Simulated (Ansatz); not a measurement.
Two-dimensional strain map in Sr

All numbers below come from Ansatz, DFT PBE, scalar-relativistic, plane waves, PAW. Cutoff 420 eV, Γ-centred 15×15×8 k-points, Gaussian smearing of 0.15 eV. No spin polarisation. Energies are free energies at this smearing, counted from the undisturbed cell; pressure is positive in compression.

The starting cell (as given, not relaxed at this level; it stands at -0.3 GPa; this form isn't the usual structure):

```xyz
2
Lattice="4.3100 0.0000 0.0000 -2.1550 3.7326 0.0000 0.0000 0.0000 7.0500" Properties=species:S:1:pos:R:3 pbc="T T T"
Sr    0.0000    2.4884    1.7625
Sr    2.1550    1.2442    5.2875
```

The cell is strained by p along both x and y and by q along z, fractional coordinates fixed. Points are written (p, q).

Energy above the undisturbed cell in meV/atom (a dash: not computed):

```csv
p \ q,-0.050,0.000,0.050
-0.050,32.9,16.8,25.8
0.000,7.3,0.0,14.4
0.050,30.2,32.8,54.3
```

Pressure in GPa:

| p \ q | -0.050 | 0.000 | 0.050 |
| --- | --- | --- | --- |
| -0.050 | 1.8 | 1.0 | 0.4 |
| 0.000 | 0.3 | -0.3 | -0.8 |
| 0.050 | -0.7 | -1.2 | -1.5 |